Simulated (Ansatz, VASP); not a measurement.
## Ca in VASP and in Ansatz

```
Ca
1.0
     4.03237    0.00000    0.00000
    -2.01619    3.49214    0.00000
     0.00000    0.00000    6.60580
Ca
2
Direct
  0.33333 0.66667 0.25000
  0.66667 0.33333 0.75000
```

Change from the starting cell: volume scaled by 1.04.

Alike in both runs: task single point; functional PBE; k mesh 11 × 11 × 6; occupations fermi-dirac, width 0.08 eV; no spin polarisation.

|  | VASP | Ansatz |
| --- | --- | --- |
| version | VASP 6.6.1 | Ansatz 0.2.0 |
| potentials or method | VASP PAW PBE potentials, release 64 (Ca_sv), cutoff 520 eV | all-electron LAPW, scalar-relativistic |

|  | VASP | Ansatz | Ansatz less VASP |
| --- | --- | --- | --- |
| pressure (GPa) | -1.4 | -1.4 | -0.01 |

Ansatz ran all-electron here, so the differences hold the error of VASP's frozen core and of both bases.
